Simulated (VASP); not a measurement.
# Cs (I4/mmm) in VASP: single point with PBE

Aim: the single point of Cs with PBE.

Program: VASP 6.6.1. These are calculated values, not measurements. Logs are shortened: lines on timing, memory, paths and dates and some standing lists are left out, and cuts for length are marked.

**1. The cell of the first run**

The structure is tetragonal, space group I4/mmm (No. 139). The conventional cell has a = 6.045 Å, b = 6.045 Å, c = 5.561 Å, α = 90.00°, β = 90.00°, γ = 90.00°.

This isn't the form of Cs at room conditions, which is bcc.

**2. Single point, PBE (strain +0.000 along x and y, -0.080 along z, atoms carried along)**

INCAR reads:

```
PREC = Accurate
ENCUT = 520
EDIFF = 1E-7
ISMEAR = 0
SIGMA = 0.15
LREAL = F
LASPH = T
NELM = 100
ALGO = Fast
ISIF = 2
LWAVE = F
LCHARG = T
GGA = PE
LELF = T
LVHAR = T
NBANDS = 10
```

KPOINTS reads:

```
Automatic mesh
0
Gamma
  12 12 12
```

POSCAR reads:

```
Cs
1.0
   -3.0225000000      3.0225000000      2.7807000000
    3.0225000000     -3.0225000000      2.7807000000
    3.0225000000      3.0225000000     -2.7807000000
Cs
1
Direct
    0.0000000000      0.0000000000      0.0000000000
```

Potentials or basis: VASP PAW PBE potentials, release 64 (Cs_sv).

Launch:

```console
> cat potpaw_PBE.64/Cs_sv/POTCAR > POTCAR
> mpirun -np 1 vasp_std > vasp.out
```

OUTCAR:

```text
PREC = Accurate
   ENCUT = 520
   EDIFF = 1E-7
   ISMEAR = 0
   LREAL = F
   LASPH = T
   NELM = 100
   ISIF = 2
   GGA = PE

 ion  position               nearest neighbor table
   1  0.000  0.000  0.000-

  LATTYP: Found a body centered tetragonal cell.
 ALAT       =     6.0450000000
 C/A-ratio  =     0.9200000000

  Lattice vectors:

 A1 = (  -3.0225000000,   3.0225000000,   2.7807000000)
 A2 = (   3.0225000000,  -3.0225000000,   2.7807000000)
 A3 = (   3.0225000000,   3.0225000000,  -2.7807000000)

Analysis of symmetry for initial positions (statically):
=====================================================================
 Subroutine PRICEL returns:
 Original cell was already a primitive cell.

 Routine SETGRP: Setting up the symmetry group for a
 body centered tetragonal supercell.

 Subroutine GETGRP returns: Found 16 space group operations
 (whereof 16 operations were pure point group operations)
 out of a pool of 16 trial point group operations.

The static configuration has the point symmetry D_4h.

Analysis of symmetry for dynamics (positions and initial velocities):
=====================================================================
 Subroutine PRICEL returns:
 Original cell was already a primitive cell.

 Routine SETGRP: Setting up the symmetry group for a
 body centered tetragonal supercell.

 Subroutine GETGRP returns: Found 16 space group operations
 (whereof 16 operations were pure point group operations)
 out of a pool of 16 trial point group operations.

The dynamic configuration has the point symmetry D_4h.

 Subroutine INISYM returns: Found 16 space group operations
 (whereof 16 operations are pure point group operations),
 and found     1 'primitive' translations

----------------------------------------------------------------------------------------

                                     Primitive cell

  volume of cell :     101.6124

  direct lattice vectors                    reciprocal lattice vectors
    -3.022500000  3.022500000  2.780700000     0.000000000  0.165425972  0.179810839
     3.022500000 -3.022500000  2.780700000     0.165425972  0.000000000  0.179810839
     3.022500000  3.022500000 -2.780700000     0.165425972  0.165425972  0.000000000

  length of vectors
     5.099343584  5.099343584  5.099343584     0.244331107  0.244331107  0.233947653

  position of ions in fractional coordinates (direct lattice)
     0.000000000  0.000000000  0.000000000

  ion indices of the primitive-cell ions
   primitive index   ion index
                 1           1

----------------------------------------------------------------------------------------

 KPOINTS: Automatic mesh

Automatic generation of k-mesh.
 Grid dimensions read from file:
 generate k-points for:   12   12   12

 Generating k-lattice:

  Cartesian coordinates                     Fractional coordinates (reciprocal lattice)
     0.000000000  0.013785498  0.014984237     0.083333333  0.000000000  0.000000000
     0.013785498  0.000000000  0.014984237     0.000000000  0.083333333  0.000000000
     0.013785498  0.013785498  0.000000000     0.000000000  0.000000000  0.083333333

  Length of vectors
     0.020360926  0.020360926  0.019495638

  Shift w.r.t. Gamma in fractional coordinates (k-lattice)
     0.000000000  0.000000000  0.000000000

 Subroutine IBZKPT returns following result:
 ===========================================

 Found    163 irreducible k-points:

 Following reciprocal coordinates:
            Coordinates               Weight
  0.000000  0.000000  0.000000      1.000000
  0.083333  0.000000  0.000000      8.000000
  0.166667  0.000000  0.000000      8.000000
  0.250000  0.000000  0.000000      8.000000
  0.333333  0.000000  0.000000      8.000000
  0.416667  0.000000 -0.000000      8.000000
[... 16 lines left out ...]
  0.500000  0.166667  0.000000     16.000000
 -0.416667  0.166667  0.000000     16.000000
 [... further k-points ...]
   k-points           NKPTS =    163   k-points in BZ     NKDIM =    163   number of bands    NBANDS=     10
   number of dos      NEDOS =    301   number of ions     NIONS =      1
   total plane-waves  NPLWV =  64000
   dimension x,y,z NGX =    40 NGY =   40 NGZ =   40
   dimension x,y,z NGXF=    80 NGYF=   80 NGZF=   80
   ions per type =               1
   NGX,Y,Z   is equivalent  to a cutoff of  13.04, 13.04, 13.04 a.u.
   NGXF,Y,Z  is equivalent  to a cutoff of  26.08, 26.08, 26.08 a.u.
 SYSTEM =  unknown system
   PREC   = accura    normal or accurate (medium, high low for compatibility)
   ISTART =      0    job   : 0-new  1-cont  2-samecut
   ICHARG =      2    charge: 1-file 2-atom 10-const
   ISPIN  =      1    spin polarized calculation?
   LNONCOLLINEAR =      F non collinear calculations
   LSORBIT =      F    spin-orbit coupling
   LASPH  =      T    aspherical Exc in radial PAW
   ENCUT  =  520.0 eV  38.22 Ry    6.18 a.u.   9.48  9.48  9.48*2*pi/ulx,y,z
   NELM   =    100;   NELMIN=  2; NELMDL= -5     # of ELM steps
   EDIFF  = 0.1E-06   stopping-criterion for ELM
   LREAL  =      F    real-space projection
[... 7 lines left out ...]
   TEBEG  =    0.0;   TEEND  =   0.0 temperature during run
   PSTRESS=    0.0 pullay stress
   NELECT =       9.0000    total number of electrons
   NUPDOWN=      -1.0000    fix difference up-down
   EMIN   =  10.00;   EMAX   =-10.00  energy-range for DOS
   EFERMI =   0.00;   METHOD = LEGACY
   ISMEAR =     0;   SIGMA  =   0.15  broadening in eV -4-tet -1-fermi 0-gaus
   EFERMI_NEDOS =   21; number of points for ismear=-14 and -15
   IALGO  =     68    algorithm
   IMIX   =      4    mixing-type and parameters
     AMIX     =   0.40;   BMIX     =  1.00
     AMIX_MAG =   1.60;   BMIX_MAG =  1.00
  volume/ion in A,a.u.               =     101.61       685.71
  Fermi-wavevector in a.u.,A,eV,Ry     =   0.729749  1.379025  7.245557  0.532533
  Thomas-Fermi vector in A             =   1.821548
   LORBIT       =      0    0 simple, 1 ext, 2 COOP (PROOUT), +10 PAW based schemes
   GGA     = PE    functional components
   LHFCALC =     F    Hartree Fock is set to
   AEXX    =    0.0000 exact exchange contribution
   IVDW    =     0    specifies the selected vdW correction
   LEPSILON=     F    determine dielectric tensor
   LRPA    =     F    only Hartree local field effects (RPA)
 non-spin polarized calculation
 RMM-DIIS sequential band-by-band and
 Gauss-broadening in eV      SIGMA  =   0.15
  energy-cutoff  :      520.00
  volume of cell :      101.61
 maximum number of plane-waves:      2779
 NGX is ok and might be reduce to    40
   NGX = 19   NGY = 19   NGZ = 19

 number of electron       8.9999998 magnetization

 Free energy of the ion-electron system (eV)
  ---------------------------------------------------
  ext. energy  EPLUGINS =         0.00000000
  ---------------------------------------------------
  free energy    TOTEN  =        -0.84117781 eV

  energy without entropy =       -0.82507811  energy(sigma->0) =       -0.83312796

 E-fermi :   0.7845     XC(G=0):  -5.7281

 val. band max:        0.7697206919   @ k =   0.5000   0.3333   0.0000
 cond. band min:       0.7889688178   @ k =  -0.4167   0.4167   0.1667
 fundamental gap:      0.0192481258
 Fermi energy:         0.7844915505

 k-point     1 :       0.0000    0.0000    0.0000
  band No.  band energies     occupation
      1     -23.0133      2.00000
      2      -9.7329      2.00000
      3      -9.7329      2.00000
      4      -9.7311      2.00000
      5      -1.0197      2.00000
      6       3.1023      0.00000
      7       3.5040      0.00000
      8       3.5040      0.00000
      9       4.0103      0.00000
     10       4.5751      0.00000

 k-point     2 :       0.0833    0.0000    0.0000
  band No.  band energies     occupation
      1     -23.0125      2.00000
      2      -9.7466      2.00000
      3      -9.7376      2.00000
      4      -9.7326      2.00000
      5      -0.9292      2.00000
      6       3.0886      0.00000
      7       3.4039      0.00000
      8       3.4961      0.00000
      9       3.9923      0.00000
     10       4.4342      0.00000

 k-point     3 :       0.1667    0.0000    0.0000
  band No.  band energies     occupation
      1     -23.0102      2.00000
      2      -9.7862      2.00000
      3      -9.7506      2.00000
      4      -9.7343      2.00000
      5      -0.6688      2.00000
      6       2.9284      0.00000
      7       3.0469      0.00000
      8       3.6682      0.00000
      9       4.0602      0.00000
     10       4.2944      0.00000

 k-point     4 :       0.2500    0.0000    0.0000
  band No.  band energies     occupation
      1     -23.0071      2.00000
      2      -9.8388      2.00000
      3      -9.7682      2.00000
      4      -9.7365      2.00000
      5      -0.2729      2.00000
      6       2.5967      0.00000
      7       2.6842      0.00000
      8       4.0692      0.00000
      9       4.2394      0.00000
     10       4.2769      0.00000
[... 222 lines left out ...]
 k-point    22 :       0.4167    0.1667   -0.0000
  band No.  band energies     occupation
      1     -23.0002      2.00000
      2      -9.9221      2.00000
      3      -9.8204      2.00000
      4      -9.7556      2.00000
      5       1.0467      0.01344
      6       1.8226      0.00000
      7       2.1903      0.00000
      8       4.0105      0.00000
      9       4.9413      0.00000
     10       5.2272      0.00000

 k-point    23 :       0.5000    0.1667    0.0000
  band No.  band energies     occupation
      1     -23.0011      2.00000
      2      -9.9118      2.00000
      3      -9.8143      2.00000
      4      -9.7526      2.00000
      5       0.8100      0.80983
      6       1.9458      0.00000
      7       2.2384      0.00000
      8       4.1106      0.00000
      9       4.6022      0.00000
     10       5.2840      0.00000

 k-point    24 :      -0.4167    0.1667    0.0000
  band No.  band energies     occupation
      1     -23.0032      2.00000
      2      -9.8879      2.00000
      3      -9.7954      2.00000
      4      -9.7482      2.00000
      5       0.3642      1.99993
      6       2.1370      0.00000
      7       2.4251      0.00000
      8       4.1023      0.00000
      9       4.4832      0.00000
     10       4.9121      0.00000

 [... further k-points ...]
[... 5 lines left out ...]
  --------------------------------------------------------------------------------------
  -------------------------------------------------------------------------------------
  Total        0.2037965      0.2037965      0.2486880      0.0000000     -0.0000000      0.0000000
  in kB        3.2133686      3.2133686      3.9211974      0.0000000     -0.0000000      0.0000000
  external PRESSURE =       3.4493115 kB  Pullay stress =       0.0000000 kB

 VOLUME and BASIS-vectors are now :
 -----------------------------------------------------------------------------
  energy-cutoff  :      520.00
  volume of cell :      101.61
      direct lattice vectors                 reciprocal lattice vectors
    -3.022500000  3.022500000  2.780700000     0.000000000  0.165425972  0.179810839
     3.022500000 -3.022500000  2.780700000     0.165425972  0.000000000  0.179810839
     3.022500000  3.022500000 -2.780700000     0.165425972  0.165425972  0.000000000

 POSITION                                       TOTAL-FORCE (eV/Angst)
 -----------------------------------------------------------------------------------
      0.00000      0.00000      0.00000        -0.000000     -0.000000     -0.000000
 -----------------------------------------------------------------------------------
    total drift:                                0.000000      0.000000     -0.000000

  FREE ENERGIE OF THE ION-ELECTRON SYSTEM (eV)
  ---------------------------------------------------
  free  energy   TOTEN  =        -0.8411778057 eV

  energy  without entropy=       -0.8250781134  energy(sigma->0) =       -0.83312796
```

Wall time 2.7 min (1 thread of Intel Xeon Platinum 8259CL at 2.50GHz (Skylake/Cascade Lake), shared host); peak memory 0.34 GiB.

Results:

```
Free energy            : -0.8412 eV
Pressure               : 0.3 GPa
Band gap on the k mesh : none (metal or under the smearing width)
```

The run has no spin-orbit coupling, so splittings on Cs are missing.
